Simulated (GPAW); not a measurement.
Eu in GPAW: convergence with smearing width (eV)

The system is Eu.

```
Eu
1.0
     0.00000    2.78930    2.78930
     2.78930    0.00000    2.78930
     2.78930    2.78930    0.00000
Eu
1
Direct
  0.00000 0.00000 0.00000
```

This isn't the form of Eu at room conditions, which is bcc.

| Item | Value |
| --- | --- |
| Program | GPAW 26.7.0 |
| Task | convergence study |
| Functional | PBE |
| Potentials or basis | GPAW PAW data sets (gpaw-data 1.2.1) |
| Cutoff | 800 eV |
| Basis | pw |
| k mesh | 6 × 6 × 6 |
| Occupations | marzari-vanderbilt, width 0.5 eV |
| Spin | collinear spin, ferromagnetic start |
| Starting moments | [7.0] μB |

These are the settings of the first run; the series varies smearing width (eV), with any setting tied to it.

Hardware: 1 thread of Arm Neoverse V2, on a shared host.

Problem. The values tried are 0.5, 0.3, 0.2, 0.15, 0.1, 0.05, 0.025, 0.01, loosest first. From which on does the energy stay within 1 meV/atom of the tightest run that finished?

Solution. From 0.05 on.

```csv
smearing width (eV),"energy less the tightest run, at zero smearing (meV/atom)",pressure (GPa),largest site moment (μB),SCF cycles,CPU time (s),peak memory (GiB)
0.5,261.52,-0.60,6.69,16,43,0.21
0.3,141.63,-0.68,6.70,16,41,0.21
0.2,70.30,-0.70,6.70,14,37,0.21
0.15,34.10,-0.66,6.71,15,39,0.21
0.1,1.47,-0.57,6.72,16,41,0.21
0.05,0.38,-0.38,6.70,16,41,0.21
0.025,0.11,-0.35,6.70,15,39,0.21
0.01,0.00,-0.35,6.70,15,38,0.21
```

Against the tightest run, the pressure stays within 0.1 GPa from 0.05 on; the largest site moment stays within 0.02 μB from 0.5 on. Narrower smearing needs a denser k mesh, so at a fixed mesh the narrowest width isn't the most accurate. The tightest run that finished is the yardstick and may itself not be fully converged.

Caveat, for the tightest run too: one-centre terms of the f shell are cut off; this smearing can pin the Fermi level at a band edge. The state reached can hang on the start; a lower one may exist.
